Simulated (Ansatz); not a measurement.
**Sn: frozen-core PAW against all-electron methods**

```
Sn
1.0
     0.00000    3.18069    3.24560
     3.18069    0.00000    3.24560
     3.18069    3.18069    0.00000
Sn
2
Direct
  0.50000 0.50000 0.50000
  0.75000 0.75000 0.75000
```

Atoms are numbered in the order listed.

The cell is COD entry 9008568, as deposited and not checked against the literature; nothing was relaxed. The listed cell was then made from it by scaling, straining or moving an atom.

Spin–orbit coupling is left out, though it moves levels of the heavy atoms by tenths of an eV or more.

All numbers are computed: DFT, PBE, PAW with Ansatz's default frozen-core files, scalar-relativistic (Ansatz 0.2.0); DFT, PBE, all-electron LAPW, scalar-relativistic (Ansatz 0.2.0).

For PAW: a Γ-centred 9×9×9 k mesh, Fermi–Dirac smearing of 0.03 eV, cutoff 420 eV, no spin polarisation. LAPW targets a basis error of 0.25 meV/atom. The Ansatz runs share mesh, smearing and spin set-up. Plane-wave (PAW) pressures include the program's estimate of the Pulay term.

Stress and pressure are positive in compression.

The change that made this cell: equal xx and yy strain of -2 %.

PAW results:

```
       quantity   PAW
 pressure (GPa)  5.44
stress xx (GPa)  5.64
stress zz (GPa)  5.03
```

Task: What does LAPW (all electrons) give for the same quantities?

Result: 
```csv
quantity,LAPW
pressure (GPa),5.43
stress xx (GPa),5.64
stress zz (GPa),5.02
```
